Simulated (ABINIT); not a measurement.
Crystal: PbSe (Clausthalite).

```
Pb Se
1.0
     0.00000    3.06065    3.06065
     3.06065    0.00000    3.06065
     3.06065    3.06065    0.00000
Pb Se
1 1
Cartesian
  0.0000 0.0000 0.0000
  3.0606 3.0606 3.0606
```

Base run:

- Program: ABINIT 10.8.3 (patched build)
- Functional: SCAN
- Potentials or basis: JTH PAW PBE v2.0 sp
- Cutoff: 490 eV
- k mesh: 8 × 8 × 8
- Occupations: fermi-dirac, width 0.05 eV
- Spin: no spin polarisation

Its results: band gap on the k mesh 0.52 eV, direct; pressure 1.4 GPa.

Q: The run is repeated on the same cell with these changes: functional from SCAN to r2SCAN; potentials or basis from JTH PAW PBE v2.0 sp to JTH PAW LDA v2.0 sp. What comes out?

A: Band gap on the k mesh 0.62 eV, direct; pressure 1.3 GPa.

Caveats: the PAW data sets were made with another functional, which shifts forces and pressure a little; spin-orbit coupling is left out, which as a rule narrows the gap of such compounds by several tenths of an eV; this set keeps more shells in the core, which shifts pressures and gaps.
